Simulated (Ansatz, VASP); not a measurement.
# SnO2 in VASP and in Ansatz

Contents of INCAR:

```
SYSTEM = SnO2
PREC = Accurate
ENCUT = 520
EDIFF = 1E-7
ISMEAR = 0
SIGMA = 0.1
LREAL = .FALSE.
LASPH = .TRUE.
NELM = 100
ALGO = Fast
ISIF = 2
LWAVE = .FALSE.
LCHARG = .FALSE.
GGA = PE
NBANDS = 20
```

The input KPOINTS:

```
Automatic mesh
0
G
  14 14 14
  0 0 0
```

Contents of POSCAR:

```
SnO2
1.0
    0.0000000000      2.5276608510      2.5276608510
    2.5276608510      0.0000000000      2.5276608510
    2.5276608510      2.5276608510      0.0000000000
Sn O
1 2
Direct
    0.0000000000      0.0000000000      0.0000000000
    0.2500000000      0.2500000000      0.2500000000
    0.7500000000      0.7500000000      0.7500000000
```

Input for Ansatz:

```yaml
crystal:
  lattice:
    - [0.0, 2.527660851, 2.527660851]
    - [2.527660851, 0.0, 2.527660851]
    - [2.527660851, 2.527660851, 0.0]
  atoms:
    - { symbol: Sn, position: [0.0, 0.0, 0.0] }
    - { symbol: O, position: [0.25, 0.25, 0.25] }
    - { symbol: O, position: [0.75, 0.75, 0.75] }
basis:
  ecutwfc: 420
kpoints:
  mp_grid: { grid: [14, 14, 14] }
hamiltonian:
  xc: pbe
scf:
  occupations: { method: gaussian, width: 0.1 }
output:
  forces: true
  stress: true
  eigenvalues: true
```

Alike in both runs: task single point; functional PBE; k mesh 14 × 14 × 14; occupations gaussian, width 0.1 eV; no spin polarisation.

|  | VASP | Ansatz |
| --- | --- | --- |
| version | VASP 6.6.1 | Ansatz 0.2.0 |
| potentials or method | VASP PAW PBE potentials, release 64 (Sn_d, O) | scalar-relativistic, plane waves, PAW |
| plane-wave cutoff (eV) | 520 | 420 |
| valence electrons in the cell | 26 | 26 |

Ansatz gave:

| Quantity | Value |
| --- | --- |
| gap on the k mesh at the Fermi level (eV) | 0.36 |
| least direct gap on the mesh (eV) | 1.77 |
| pressure (GPa) | 10.9 |

Q: Estimate VASP's values.

A: gap on the k mesh at the Fermi level (eV): 0.35; least direct gap on the mesh (eV): 1.76; pressure (GPa): 11.6.

Caveats: spin-orbit coupling is left out, which moves the levels of the heavy elements. A k mesh can miss the band edges.
